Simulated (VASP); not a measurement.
# PbSe (Clausthalite) (Fm-3m) in VASP: further runs

The runs below take PbSe (Clausthalite) through relaxation of cell and atoms, single point, with PBEsol, r2SCAN, PBE.

Program: VASP 6.6.1. These are calculated values, not measurements. Logs are shortened: lines on timing, memory, paths and dates and some standing lists are left out, and cuts for length are marked.

**The experiment to reproduce.**

A printed reference work, monograph reports, for a bulk crystal of PbSe at 300 K: band gap 0.28 eV (direct).

How close the calculation comes is told below.

**1. Starting point**

It takes space group Fm-3m (No. 225, cubic). Conventional cell: a = 6.121 Å, b = 6.121 Å, c = 6.121 Å, α = 90.00°, β = 90.00°, γ = 90.00°. Pb (site symmetry m-3m) is surrounded by 6 Se at 3.06 Å. Se (site symmetry m-3m) has 6 Pb at 3.06 Å as nearest neighbours.

**2. Relaxation of cell and atoms, PBEsol**

INCAR reads:

```
SYSTEM = PbSe
PREC = Accurate
ENCUT = 600
EDIFF = 1E-6
ISMEAR = 0
SIGMA = 0.03
LREAL = .False.
LASPH = .True.
NELM = 80
ALGO = Normal
ISIF = 3
LWAVE = .False.
LCHARG = .False.
GGA = PS
IBRION = 2
NSW = 90
EDIFFG = -0.01
```

KPOINTS reads:

```
regular mesh
0
Gamma
  8 8 8
  0 0 0
```

POSCAR reads:

```
PbSe
1.0
    0.0000000000      3.0606500000      3.0606500000
    3.0606500000      0.0000000000      3.0606500000
    3.0606500000      3.0606500000      0.0000000000
Pb Se
1 1
Direct
    0.0000000000      0.0000000000      0.0000000000
    0.5000000000      0.5000000000      0.5000000000
```

Potentials or basis: VASP PAW PBE potentials, release 64 (Pb_d, Se).

Started as:

```sh
$ cat potpaw_PBE.64/Pb_d/POTCAR potpaw_PBE.64/Se/POTCAR > POTCAR
$ mpirun -np 1 vasp_std > vasp.out
```

OUTCAR:

```text
SYSTEM = PbSe
   PREC = Accurate
   ENCUT = 600
   EDIFF = 1E-6
   ISMEAR = 0
   LREAL = .False.
   LASPH = .True.
   NELM = 80
   ISIF = 3
   GGA = PS
   IBRION = 2
   NSW = 90
   EDIFFG = -0.01

 ion  position               nearest neighbor table
   1  0.000  0.000  0.000-   2 3.06   2 3.06   2 3.06   2 3.06   2 3.06   2 3.06
   2  0.500  0.500  0.500-   1 3.06   1 3.06   1 3.06   1 3.06   1 3.06   1 3.06

  LATTYP: Found a face centered cubic cell.
 ALAT       =     6.1213000000

  Lattice vectors:

 A1 = (   0.0000000000,   3.0606500000,   3.0606500000)
 A2 = (   3.0606500000,   0.0000000000,   3.0606500000)
 A3 = (   3.0606500000,   3.0606500000,   0.0000000000)

Analysis of symmetry for initial positions (statically):
=====================================================================
 Subroutine PRICEL returns:
 Original cell was already a primitive cell.

 Routine SETGRP: Setting up the symmetry group for a
 face centered cubic supercell.

 Subroutine GETGRP returns: Found 48 space group operations
 (whereof 48 operations were pure point group operations)
 out of a pool of 48 trial point group operations.

The static configuration has the point symmetry O_h .

Analysis of symmetry for dynamics (positions and initial velocities):
=====================================================================
 Subroutine PRICEL returns:
 Original cell was already a primitive cell.

 Routine SETGRP: Setting up the symmetry group for a
 face centered cubic supercell.

 Subroutine GETGRP returns: Found 48 space group operations
 (whereof 48 operations were pure point group operations)
 out of a pool of 48 trial point group operations.

The dynamic configuration has the point symmetry O_h .

 Subroutine INISYM returns: Found 48 space group operations
 (whereof 48 operations are pure point group operations),
 and found     1 'primitive' translations

----------------------------------------------------------------------------------------

                                     Primitive cell

  volume of cell :      57.3418

  direct lattice vectors                    reciprocal lattice vectors
     0.000000000  3.060650000  3.060650000    -0.163363991  0.163363991  0.163363991
     3.060650000  0.000000000  3.060650000     0.163363991 -0.163363991  0.163363991
     3.060650000  3.060650000  0.000000000     0.163363991  0.163363991 -0.163363991

  length of vectors
     4.328412740  4.328412740  4.328412740     0.282954733  0.282954733  0.282954733

  position of ions in fractional coordinates (direct lattice)
     0.000000000  0.000000000  0.000000000
     0.500000000  0.500000000  0.500000000

  ion indices of the primitive-cell ions
   primitive index   ion index
                 1           1
                 2           2

----------------------------------------------------------------------------------------

 KPOINTS: regular mesh

Automatic generation of k-mesh.
 Grid dimensions read from file:
 generate k-points for:    8    8    8

 Generating k-lattice:

  Cartesian coordinates                     Fractional coordinates (reciprocal lattice)
    -0.020420499  0.020420499  0.020420499     0.125000000  0.000000000  0.000000000
     0.020420499 -0.020420499  0.020420499     0.000000000  0.125000000  0.000000000
     0.020420499  0.020420499 -0.020420499     0.000000000  0.000000000  0.125000000

  Length of vectors
     0.035369342  0.035369342  0.035369342

  Shift w.r.t. Gamma in fractional coordinates (k-lattice)
     0.000000000  0.000000000  0.000000000

 Subroutine IBZKPT returns following result:
 ===========================================

 Found     29 irreducible k-points:

 Following reciprocal coordinates:
            Coordinates               Weight
  0.000000  0.000000  0.000000      1.000000
  0.125000  0.000000  0.000000      8.000000
  0.250000  0.000000  0.000000      8.000000
  0.375000  0.000000  0.000000      8.000000
  0.500000  0.000000  0.000000      4.000000
  0.125000  0.125000  0.000000      6.000000
[... 16 lines left out ...]
  0.500000  0.250000  0.125000     48.000000
 -0.375000  0.250000  0.125000     24.000000
 [... further k-points ...]
   k-points           NKPTS =     29   k-points in BZ     NKDIM =     29   number of bands    NBANDS=     14
   number of dos      NEDOS =    301   number of ions     NIONS =      2
   total plane-waves  NPLWV =  46656
   dimension x,y,z NGX =    36 NGY =   36 NGZ =   36
   dimension x,y,z NGXF=    72 NGYF=   72 NGZF=   72
   ions per type =               1   1
   NGX,Y,Z   is equivalent  to a cutoff of  13.83, 13.83, 13.83 a.u.
   NGXF,Y,Z  is equivalent  to a cutoff of  27.65, 27.65, 27.65 a.u.
 SYSTEM =  PbSe
   PREC   = accura    normal or accurate (medium, high low for compatibility)
   ISTART =      0    job   : 0-new  1-cont  2-samecut
   ICHARG =      2    charge: 1-file 2-atom 10-const
   ISPIN  =      1    spin polarized calculation?
   LNONCOLLINEAR =      F non collinear calculations
   LSORBIT =      F    spin-orbit coupling
   LASPH  =      T    aspherical Exc in radial PAW
   ENCUT  =  600.0 eV  44.10 Ry    6.64 a.u.   8.64  8.64  8.64*2*pi/ulx,y,z
   NELM   =     80;   NELMIN=  2; NELMDL= -5     # of ELM steps
   EDIFF  = 0.1E-05   stopping-criterion for ELM
   LREAL  =      F    real-space projection
   EDIFFG = -.1E-01   stopping-criterion for IOM
   NSW    =     90    number of steps for IOM
   IBRION =      2    ionic relax: 0-MD 1-quasi-New 2-CG
   NFREE  =      1    steps in history (QN), initial steepest desc. (CG)
   ISIF   =      3    stress and relaxation
   ISYM   =      2    0-nonsym 1-usesym 2-fastsym
   POTIM  = 0.5000    time-step for ionic-motion
   TEBEG  =    0.0;   TEEND  =   0.0 temperature during run
   PSTRESS=    0.0 pullay stress
   NELECT =      20.0000    total number of electrons
   NUPDOWN=      -1.0000    fix difference up-down
   EMIN   =  10.00;   EMAX   =-10.00  energy-range for DOS
   EFERMI =   0.00;   METHOD = LEGACY
   ISMEAR =     0;   SIGMA  =   0.03  broadening in eV -4-tet -1-fermi 0-gaus
   EFERMI_NEDOS =   21; number of points for ismear=-14 and -15
   IALGO  =     38    algorithm
   IMIX   =      4    mixing-type and parameters
     AMIX     =   0.40;   BMIX     =  1.00
     AMIX_MAG =   1.60;   BMIX_MAG =  1.00
  volume/ion in A,a.u.               =      28.67       193.48
  Fermi-wavevector in a.u.,A,eV,Ry     =   1.152377  2.177676 18.068159  1.327972
  Thomas-Fermi vector in A             =   2.289028
   LORBIT       =      0    0 simple, 1 ext, 2 COOP (PROOUT), +10 PAW based schemes
   GGA     = PS    functional components
   LHFCALC =     F    Hartree Fock is set to
   AEXX    =    0.0000 exact exchange contribution
   IVDW    =     0    specifies the selected vdW correction
   LEPSILON=     F    determine dielectric tensor
   LRPA    =     F    only Hartree local field effects (RPA)
 conjugate gradient relaxation of ions
 non-spin polarized calculation
 Gauss-broadening in eV      SIGMA  =   0.03
  energy-cutoff  :      600.00
  volume of cell :       57.34
 maximum number of plane-waves:      1930
   NGX = 17   NGY = 17   NGZ = 17

--------------------------------------- Ionic step        1  -------------------------------------------

 number of electron      20.0000001 magnetization

 Free energy of the ion-electron system (eV)
  ---------------------------------------------------
  ext. energy  EPLUGINS =         0.00000000
  ---------------------------------------------------
  free energy    TOTEN  =        -8.91710574 eV

  energy without entropy =       -8.91710573  energy(sigma->0) =       -8.91710574

------------------------ aborting loop because EDIFF is reached ----------------------------------------

  FORCE on cell =-STRESS in cart. coord.  units (eV):
  Direction    XX          YY          ZZ          XY          YZ          ZX
  --------------------------------------------------------------------------------------
  -------------------------------------------------------------------------------------
  Total       -0.1651595     -0.1651595     -0.1651595      0.0000000      0.0000000      0.0000000
  in kB       -4.6146965     -4.6146965     -4.6146965      0.0000000      0.0000000      0.0000000
  external PRESSURE =      -4.6146965 kB  Pullay stress =       0.0000000 kB
[... 57 lines left out ...]
  energy  without entropy=       -8.9176885552  energy(sigma->0) =       -8.91768865

--------------------------------------- Ionic step        3  -------------------------------------------

 number of electron      20.0000000 magnetization

 Free energy of the ion-electron system (eV)
  ---------------------------------------------------
  ext. energy  EPLUGINS =         0.00000000
  ---------------------------------------------------
  free energy    TOTEN  =        -8.91780037 eV

  energy without entropy =       -8.91780031  energy(sigma->0) =       -8.91780034

 E-fermi :   5.1098     XC(G=0):  -9.7583

 val. band max:        5.0228850937   @ k =   0.5000   0.0000   0.0000
 cond. band min:       5.1967866375   @ k =   0.5000   0.0000   0.0000
 fundamental gap:      0.1739015438
 Fermi energy:         5.1098361157

 k-point     1 :       0.0000    0.0000    0.0000
  band No.  band energies     occupation
      1     -11.7440      2.00000
      2     -11.7440      2.00000
      3     -11.7440      2.00000
      4     -11.7428      2.00000
      5     -11.7428      2.00000
      6      -8.6632      2.00000
      7      -1.3020      2.00000
      8       3.1070      2.00000
      9       3.1070      2.00000
     10       3.1070      2.00000
     11       9.7118      0.00000
     12       9.7118      0.00000
     13       9.7118      0.00000
     14      11.4461      0.00000
[... 375 lines left out ...]
 k-point    24 :      -0.3750    0.2500    0.1250
  band No.  band energies     occupation
      1     -11.8042      2.00000
      2     -11.7556      2.00000
      3     -11.7329      2.00000
      4     -11.7222      2.00000
      5     -11.7062      2.00000
      6      -7.3629      2.00000
      7      -3.5316      2.00000
      8       1.6914      2.00000
      9       2.0801      2.00000
     10       4.1833      2.00000
     11       6.3315      0.00000
     12       8.4111      0.00000
     13       9.1059      0.00000
     14      12.5377      0.00000

 [... further k-points ...]

------------------------ aborting loop because EDIFF is reached ----------------------------------------

  FORCE on cell =-STRESS in cart. coord.  units (eV):
  Direction    XX          YY          ZZ          XY          YZ          ZX
  --------------------------------------------------------------------------------------
  -------------------------------------------------------------------------------------
  Total        0.0003177      0.0003177      0.0003177      0.0000000      0.0000000     -0.0000000
  in kB        0.0089537      0.0089537      0.0089537      0.0000000      0.0000000     -0.0000000
  external PRESSURE =       0.0089537 kB  Pullay stress =       0.0000000 kB
[... 17 lines left out ...]
  FREE ENERGIE OF THE ION-ELECTRON SYSTEM (eV)
  ---------------------------------------------------
  free  energy   TOTEN  =        -8.9178003722 eV

  energy  without entropy=       -8.9178003128  energy(sigma->0) =       -8.91780034

 reached required accuracy - stopping structural energy minimisation
```

It took 22 s on 1 thread of Intel Xeon 6975P-C (Granite Rapids), shared host; peak memory 0.21 GiB.

Results:

| Item | Value |
| --- | --- |
| Free energy | -8.9178 eV |
| Relaxed volume | 28.43 Å³/atom |
| Relaxed cell | a = 4.316 Å, b = 4.316 Å, c = 4.316 Å, α = 60.00°, β = 60.00°, γ = 60.00° |
| Space group after relaxing (to 0.05 Å) | Fm-3m (No. 225) |
| Energy gained by relaxing | 0.3 meV/atom |
| Ionic steps | 3 |
| Pressure after relaxing | 0.0 GPa |
| Band gap on the k mesh | 0.17 eV, direct |

The path:
| step | energy change (eV) | largest force (eV/Å) | pressure (GPa) | volume (Å³) |
| --- | --- | --- | --- | --- |
| 1 | 0.0000 | 0.0000 | -0.46 | 57.34 |
| 2 | -0.0006 | 0.0000 | 0.19 | 56.66 |
| 3 | -0.0007 | 0.0000 | 0.00 | 56.86 |

Final structure:
```cif
data_structure
_symmetry_space_group_name_H-M 'P 1'
_symmetry_Int_Tables_number 1
_cell_length_a 4.3162
_cell_length_b 4.3162
_cell_length_c 4.3162
_cell_angle_alpha 60.000
_cell_angle_beta 60.000
_cell_angle_gamma 60.000
_cell_volume 56.86
loop_
_atom_site_label
_atom_site_type_symbol
_atom_site_fract_x
_atom_site_fract_y
_atom_site_fract_z
_atom_site_occupancy
Pb1 Pb 0.00000 0.00000 0.00000 1
Se1 Se 0.50000 0.50000 0.50000 1
```

Caveat: the PAW data sets were made with another functional, which shifts forces and pressure a little; spin-orbit coupling is left out, which as a rule narrows the gap of such compounds by several tenths of an eV. A k mesh can miss the band edges.

**3. Relaxation of cell and atoms, PBEsol**

This run uses another cell than the first one, of 28.43 Å³/atom, 0.992 times its volume.

Edit INCAR of step 2 so:

```diff
@@ -3,3 +3,3 @@
 ENCUT = 600
-EDIFF = 1E-6
+EDIFF = 1E-7
 ISMEAR = 0
@@ -16,2 +16,2 @@
 NSW = 90
-EDIFFG = -0.01
+EDIFFG = -0.005
```

KPOINTS is that of step 2.

POSCAR reads:

```
PbSe                                    
1.0
    0.0000000000      3.0519897379      3.0519897379
    3.0519897379      0.0000000000      3.0519897379
    3.0519897379      3.0519897379      0.0000000000
  Pb              Se            
     1     1
Direct
     0.0000000000000000    0.0000000000000000    0.0000000000000000
     0.5000000000000000    0.5000000000000000    0.5000000000000000
```

Potentials or basis: VASP PAW PBE potentials, release 64 (Pb_d, Se).

Started as:

```sh
$ cat potpaw_PBE.64/Pb_d/POTCAR potpaw_PBE.64/Se/POTCAR > POTCAR
$ mpirun -np 1 vasp_std > vasp.out
```

OUTCAR:

```text
SYSTEM = PbSe
   PREC = Accurate
   ENCUT = 600
   EDIFF = 1E-7
   ISMEAR = 0
   LREAL = .False.
   LASPH = .True.
   NELM = 80
   ISIF = 3
   GGA = PS
   IBRION = 2
   NSW = 90
   EDIFFG = -0.005

 ion  position               nearest neighbor table
   1  0.000  0.000  0.000-   2 3.05   2 3.05   2 3.05   2 3.05   2 3.05   2 3.05
   2  0.500  0.500  0.500-   1 3.05   1 3.05   1 3.05   1 3.05   1 3.05   1 3.05

  LATTYP: Found a face centered cubic cell.
[... 603 lines left out ...]

  FORCE on cell =-STRESS in cart. coord.  units (eV):
  Direction    XX          YY          ZZ          XY          YZ          ZX
  --------------------------------------------------------------------------------------
  -------------------------------------------------------------------------------------
  Total       -0.0010997     -0.0010997     -0.0010997      0.0000000      0.0000000      0.0000000
  in kB       -0.0309895     -0.0309895     -0.0309895      0.0000000      0.0000000      0.0000000
  external PRESSURE =      -0.0309895 kB  Pullay stress =       0.0000000 kB

 VOLUME and BASIS-vectors are now :
 -----------------------------------------------------------------------------
  energy-cutoff  :      600.00
  volume of cell :       56.86
      direct lattice vectors                 reciprocal lattice vectors
     0.000000000  3.051989738  3.051989738    -0.163827550  0.163827550  0.163827550
     3.051989738  0.000000000  3.051989738     0.163827550 -0.163827550  0.163827550
     3.051989738  3.051989738  0.000000000     0.163827550  0.163827550 -0.163827550

 POSITION                                       TOTAL-FORCE (eV/Angst)
 -----------------------------------------------------------------------------------
      0.00000      0.00000      0.00000        -0.000000      0.000000      0.000000
      3.05199      3.05199      3.05199         0.000000      0.000000     -0.000000
 -----------------------------------------------------------------------------------
    total drift:                               -0.000000      0.000000      0.000000

  FREE ENERGIE OF THE ION-ELECTRON SYSTEM (eV)
  ---------------------------------------------------
  free  energy   TOTEN  =        -8.9177590719 eV

  energy  without entropy=       -8.9177590127  energy(sigma->0) =       -8.91775904

 reached required accuracy - stopping structural energy minimisation
```

OSZICAR:

```text
N       E                     dE             d eps       ncg     rms          rms(c)
DAV:   1     0.166123887540E+03    0.16612E+03   -0.10398E+04   812   0.161E+03
DAV:   2     0.456077296261E+01   -0.16156E+03   -0.15793E+03   836   0.368E+02
DAV:   3    -0.885534006567E+01   -0.13416E+02   -0.13154E+02  1084   0.108E+02
DAV:   4    -0.916949008267E+01   -0.31415E+00   -0.31397E+00   862   0.188E+01
DAV:   5    -0.917877784540E+01   -0.92878E-02   -0.92876E-02  1152   0.337E+00    0.268E+00
DAV:   6    -0.892460788373E+01    0.25417E+00   -0.66932E-01  1190   0.702E+00    0.153E+00
DAV:   7    -0.891738894913E+01    0.72189E-02   -0.10620E-01   938   0.193E+00    0.801E-01
DAV:   8    -0.891805843850E+01   -0.66949E-03   -0.10598E-02   950   0.136E+00    0.120E-01
DAV:   9    -0.891773035351E+01    0.32808E-03   -0.21291E-03  1208   0.517E-01    0.465E-02
DAV:  10    -0.891776076161E+01   -0.30408E-04   -0.14155E-04   890   0.876E-02    0.163E-02
DAV:  11    -0.891775904894E+01    0.17127E-05   -0.32836E-05  1162   0.700E-02    0.445E-03
DAV:  12    -0.891775910354E+01   -0.54597E-07   -0.22670E-06  1040   0.176E-02    0.146E-03
DAV:  13    -0.891775907193E+01    0.31610E-07   -0.79319E-08   562   0.461E-03
   1 F= -.89177591E+01 E0= -.89177590E+01  d E =-.891776E+01
```

CONTCAR:

```text
PbSe
   1.00000000000000
     0.0000000000000000    3.0519897379000001    3.0519897379000001
     3.0519897379000001    0.0000000000000000    3.0519897379000001
     3.0519897379000001    3.0519897379000001    0.0000000000000000
  Pb              Se
     1     1
Direct
     0.0000000000000000    0.0000000000000000    0.0000000000000000
     0.5000000000000000    0.5000000000000000    0.5000000000000000

  0.00000000E+00  0.00000000E+00  0.00000000E+00
  0.00000000E+00  0.00000000E+00  0.00000000E+00
```

It took 11 s on 1 thread of Intel Xeon 6975P-C (Granite Rapids), shared host; peak memory 0.21 GiB.

What came out:

```
Free energy             : -8.9178 eV
Pressure after relaxing : 0.0 GPa
Band gap on the k mesh  : 0.17 eV, direct
```

Final structure:
```
Pb Se
1.0
     0.00000    3.05199    3.05199
     3.05199    0.00000    3.05199
     3.05199    3.05199    0.00000
Pb Se
1 1
Cartesian
  0.0000 0.0000 0.0000
  3.0520 3.0520 3.0520
```

Levels at points of the mesh, in eV from the valence-band top:
```
           k point  band 6  band 7  band 8  band 9  band 10  band 11  band 12  band 13  band 14
(0.00, 0.00, 0.00)  -13.69   -6.32   -1.92   -1.92    -1.92     4.69     4.69     4.69     6.42
(0.50, 0.00, 0.00)  -12.59   -8.89   -1.50   -1.50     0.00     0.17     1.63     1.63     8.42
(0.50, 0.50, 0.00)  -12.20   -7.43   -5.10   -3.31    -3.31     3.54     5.61     5.61     6.04
```

Caveat: the relaxation stopped at its first step, so nothing moved; the PAW data sets were made with another functional, which shifts forces and pressure a little; spin-orbit coupling is left out, which as a rule narrows the gap of such compounds by several tenths of an eV.

[end of part 1 of 2]
